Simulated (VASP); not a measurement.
# MoS2 in VASP: relaxation of cell and atoms with PBEsol+D4

Aim: the relaxation of cell and atoms of MoS2 with PBEsol+D4.

Everything below comes from runs of VASP 6.6.1. Logs are shortened: lines on timing, memory, paths and dates and some standing lists are left out, and cuts for length are marked.

## Step 1: The sheet as given

The cell holds a sheet with vacuum, 3 atoms: a = 3.170 Å, b = 3.170 Å, c = 19.120 Å, α = 90.00°, β = 90.00°, γ = 120.00°.

The cell was built by a generator and needn't be a form met in nature.

## Step 2: Relaxation of cell and atoms, PBEsol+D4

INCAR reads:

```
SYSTEM = MoS2
  PREC = Accurate
  ENCUT = 600
  EDIFF = 1E-6
  ISMEAR = 0
  SIGMA = 0.03
  LREAL = .False.
  LASPH = .True.
  NELM = 120
  ALGO = Normal
  ISIF = 3
  LWAVE = .False.
  LCHARG = .False.
  GGA = PS
  IVDW = 13
  IBRION = 2
  NSW = 60
  EDIFFG = -0.005
  LATTICE_CONSTRAINTS = .TRUE. .TRUE. .FALSE.
  KPAR = 2
```

KPOINTS reads:

```
Automatic mesh
0
Gamma
  12 12 1
  0 0 0
```

POSCAR reads:

```
MoS2
1.0
    3.1700000000      0.0000000000      0.0000000000
   -1.5850000000      2.7453005300      0.0000000000
    0.0000000000      0.0000000000     19.1200000000
S Mo
2 1
Direct
    0.6666670000      0.3333330000      0.4184100400
    0.6666670000      0.3333330000      0.5815899600
    0.3333330000      0.6666670000      0.5000000000
```

Potentials or basis: VASP PAW PBE potentials, release 64 (S, Mo_sv).

Started as:

```sh
$ cat potpaw_PBE.64/S/POTCAR potpaw_PBE.64/Mo_sv/POTCAR > POTCAR
$ mpirun -np 2 vasp_std > vasp.out
```

OUTCAR:

```text
SYSTEM = MoS2
   PREC = Accurate
   ENCUT = 600
   EDIFF = 1E-6
   ISMEAR = 0
   LREAL = .False.
   LASPH = .True.
   NELM = 120
   ISIF = 3
   GGA = PS
   IVDW = 13
   IBRION = 2
   NSW = 60
   EDIFFG = -0.005

 ion  position               nearest neighbor table
   1  0.667  0.333  0.418-   3 2.40   3 2.40   3 2.40
   2  0.667  0.333  0.582-   3 2.40   3 2.40   3 2.40
   3  0.333  0.667  0.500-   1 2.40   2 2.40   1 2.40   2 2.40   1 2.40   2 2.40

  LATTYP: Found a hexagonal cell.
 ALAT       =     3.1700000000
 C/A-ratio  =     6.0315457413

  Lattice vectors:

 A1 = (   3.1700000000,   0.0000000000,   0.0000000000)
 A2 = (  -1.5850000000,   2.7453005300,   0.0000000000)
 A3 = (   0.0000000000,   0.0000000000,  19.1200000000)

Analysis of symmetry for initial positions (statically):
=====================================================================
 Subroutine PRICEL returns:
 Original cell was already a primitive cell.

 Routine SETGRP: Setting up the symmetry group for a
 hexagonal supercell.

 Subroutine GETGRP returns: Found 12 space group operations
 (whereof 12 operations were pure point group operations)
 out of a pool of 24 trial point group operations.

The static configuration has the point symmetry D_3h.

Analysis of symmetry for dynamics (positions and initial velocities):
=====================================================================
 Subroutine PRICEL returns:
 Original cell was already a primitive cell.

 Routine SETGRP: Setting up the symmetry group for a
 hexagonal supercell.

 Subroutine GETGRP returns: Found 12 space group operations
 (whereof 12 operations were pure point group operations)
 out of a pool of 24 trial point group operations.

The dynamic configuration has the point symmetry D_3h.

 Subroutine INISYM returns: Found 12 space group operations
 (whereof 12 operations are pure point group operations),
 and found     1 'primitive' translations

----------------------------------------------------------------------------------------

                                     Primitive cell

  volume of cell :     166.3938

  direct lattice vectors                    reciprocal lattice vectors
     3.170000000  0.000000000  0.000000000     0.315457413  0.182129422  0.000000000
    -1.585000000  2.745300530  0.000000000     0.000000000  0.364258845  0.000000000
     0.000000000  0.000000000 19.120000000     0.000000000  0.000000000  0.052301255

  length of vectors
     3.170000000  3.170000000 19.120000000     0.364258845  0.364258845  0.052301255
[... 45 lines left out ...]
  0.416667 -0.000000  0.000000      6.000000
[... 11 lines left out ...]
  0.333333  0.250000  0.000000     12.000000
  0.333333  0.333333  0.000000      2.000000
   k-points           NKPTS =     19   k-points in BZ     NKDIM =     19   number of bands    NBANDS=     17
   number of dos      NEDOS =    301   number of ions     NIONS =      3
   total plane-waves  NPLWV = 125440
   dimension x,y,z NGX =    28 NGY =   28 NGZ =  160
   dimension x,y,z NGXF=    56 NGYF=   56 NGZF=  320
   ions per type =               2   1
   NGX,Y,Z   is equivalent  to a cutoff of  14.68, 14.68, 13.91 a.u.
   NGXF,Y,Z  is equivalent  to a cutoff of  29.37, 29.37, 27.82 a.u.
 SYSTEM =  MoS2
   PREC   = accura    normal or accurate (medium, high low for compatibility)
   ISTART =      0    job   : 0-new  1-cont  2-samecut
   ICHARG =      2    charge: 1-file 2-atom 10-const
   ISPIN  =      1    spin polarized calculation?
   LNONCOLLINEAR =      F non collinear calculations
   LSORBIT =      F    spin-orbit coupling
   LASPH  =      T    aspherical Exc in radial PAW
   ENCUT  =  600.0 eV  44.10 Ry    6.64 a.u.   6.33  6.33 38.19*2*pi/ulx,y,z
   NELM   =    120;   NELMIN=  2; NELMDL= -5     # of ELM steps
   EDIFF  = 0.1E-05   stopping-criterion for ELM
   LREAL  =      F    real-space projection
   EDIFFG = -.5E-02   stopping-criterion for IOM
   NSW    =     60    number of steps for IOM
   IBRION =      2    ionic relax: 0-MD 1-quasi-New 2-CG
   NFREE  =      1    steps in history (QN), initial steepest desc. (CG)
   ISIF   =      3    stress and relaxation
   ISYM   =      2    0-nonsym 1-usesym 2-fastsym
   POTIM  = 0.5000    time-step for ionic-motion
   TEBEG  =    0.0;   TEEND  =   0.0 temperature during run
   PSTRESS=    0.0 pullay stress
   NELECT =      26.0000    total number of electrons
   NUPDOWN=      -1.0000    fix difference up-down
   EMIN   =  10.00;   EMAX   =-10.00  energy-range for DOS
   EFERMI =   0.00;   METHOD = LEGACY
   ISMEAR =     0;   SIGMA  =   0.03  broadening in eV -4-tet -1-fermi 0-gaus
   EFERMI_NEDOS =   21; number of points for ismear=-14 and -15
   IALGO  =     38    algorithm
   IMIX   =      4    mixing-type and parameters
     AMIX     =   0.40;   BMIX     =  1.00
     AMIX_MAG =   1.60;   BMIX_MAG =  1.00
  volume/ion in A,a.u.               =      55.46       374.29
  Fermi-wavevector in a.u.,A,eV,Ry     =   0.881767  1.666297 10.578695  0.777512
  Thomas-Fermi vector in A             =   2.002307
   LORBIT       =      0    0 simple, 1 ext, 2 COOP (PROOUT), +10 PAW based schemes
   GGA     = PS    functional components
   LHFCALC =     F    Hartree Fock is set to
   AEXX    =    0.0000 exact exchange contribution
   IVDW    =    13    specifies the selected vdW correction
   LEPSILON=     F    determine dielectric tensor
   LRPA    =     F    only Hartree local field effects (RPA)
 conjugate gradient relaxation of ions
 non-spin polarized calculation
 Gauss-broadening in eV      SIGMA  =   0.03
  energy-cutoff  :      600.00
  volume of cell :      166.39
 maximum number of plane-waves:      5587
 NGX is ok and might be reduce to    28
   NGX = 13   NGY = 13   NGZ = 77

--------------------------------------- Ionic step        1  -------------------------------------------

 number of electron      25.9999999 magnetization

 Free energy of the ion-electron system (eV)
  ---------------------------------------------------
  ext. energy  EPLUGINS =         0.00000000
  ---------------------------------------------------
  free energy    TOTEN  =       -23.41568572 eV

  energy without entropy =      -23.41568572  energy(sigma->0) =      -23.41568572

------------------------ aborting loop because EDIFF is reached ----------------------------------------

  DFT-D4 for vdW energy calculation

  Edisp (eV):   -0.50068
[... 278 lines left out ...]
--------------------------------------- Ionic step        8  -------------------------------------------

 number of electron      26.0000000 magnetization

 Free energy of the ion-electron system (eV)
  ---------------------------------------------------
  ext. energy  EPLUGINS =         0.00000000
  ---------------------------------------------------
  free energy    TOTEN  =       -23.42375013 eV

  energy without entropy =      -23.42375013  energy(sigma->0) =      -23.42375013

 E-fermi :  -1.6023     XC(G=0):  -4.0764

 val. band max:       -1.7265271656   @ k =   0.3333   0.3333   0.0000
 cond. band min:       0.1437785117   @ k =   0.3333   0.3333   0.0000
 fundamental gap:      1.8703056773
 Fermi energy:        -1.6022940241

 k-point     1 :       0.0000    0.0000    0.0000
  band No.  band energies     occupation
      1     -62.4125      2.00000
      2     -36.6381      2.00000
      3     -36.3528      2.00000
      4     -36.3527      2.00000
      5     -16.0064      2.00000
      6     -14.6443      2.00000
[... 403 lines left out ...]
  FREE ENERGIE OF THE ION-ELECTRON SYSTEM (eV)
  ---------------------------------------------------
  free  energy   TOTEN  =       -23.9391110150 eV

  energy  without entropy=      -23.9391110150  energy(sigma->0) =      -23.93911102

 reached required accuracy - stopping structural energy minimisation
```

Run time: 2.3 min. Hardware: 2 MPI ranks of Intel Xeon 6975P-C (Granite Rapids), shared host; peak memory 0.39 GiB.

Results:

```
Free energy                            : -23.9391 eV
Relaxed volume                         : 53.88 Å³/atom
Relaxed cell                           : a = 3.124 Å, b = 3.124 Å, c = 19.120 Å, α = 90.00°, β = 90.00°, γ = 120.00°
Space group after relaxing (to 0.05 Å) : P-6m2 (No. 187)
Energy gained by relaxing              : 7.6 meV/atom
Ionic steps                            : 8
Band gap on the k mesh                 : 1.87 eV, direct
Dispersion energy per atom             : -0.172 eV
```

Forces on the atoms (eV/Å):
```
S    0.000  0.000 -0.003
S    0.000  0.000  0.003
Mo   0.000  0.000  0.000
```

Step by step:
| step | energy change (eV) | largest force (eV/Å) | pressure (GPa) | volume (Å³) |
| --- | --- | --- | --- | --- |
| 1 | 0.0000 | 0.2712 | -1.30 | 166.39 |
| 2 | 0.0057 | 0.5627 | 1.78 | 157.95 |
| 3 | -0.0218 | 0.1055 | 0.06 | 162.34 |
| 4 | -0.0218 | 0.1133 | 0.09 | 162.26 |
| 5 | -0.0226 | 0.0477 | 0.04 | 161.89 |
| 6 | -0.0227 | 0.0132 | 0.02 | 161.70 |
| 7 | -0.0227 | 0.0051 | 0.01 | 161.66 |
| 8 | -0.0227 | 0.0028 | 0.01 | 161.65 |

Final structure:
```yaml
crystal:
  lattice:
    - [3.12444, 0.00000, 0.00000]
    - [-1.56222, 2.70584, 0.00000]
    - [0.00000, 0.00000, 19.12000]
  atoms:
    - { symbol: S, position: [0.66667, 0.33333, 0.41834] }
    - { symbol: S, position: [0.66667, 0.33333, 0.58166] }
    - { symbol: Mo, position: [0.33333, 0.66667, 0.50000] }
```

Levels at points of the mesh, in eV from the valence-band top:
| k point | band 10 | band 11 | band 12 | band 13 | band 14 | band 15 | band 16 | band 17 |
| --- | --- | --- | --- | --- | --- | --- | --- | --- |
| (0.00, 0.00, 0.00) | -1.91 | -1.43 | -1.43 | -0.14 | 2.94 | 2.94 | 3.20 | 3.20 |
| (0.50, 0.00, 0.00) | -3.21 | -1.98 | -0.85 | -0.67 | 2.47 | 2.96 | 3.98 | 4.52 |

Caveat: the PAW data sets were made with another functional, which shifts forces and pressure a little.
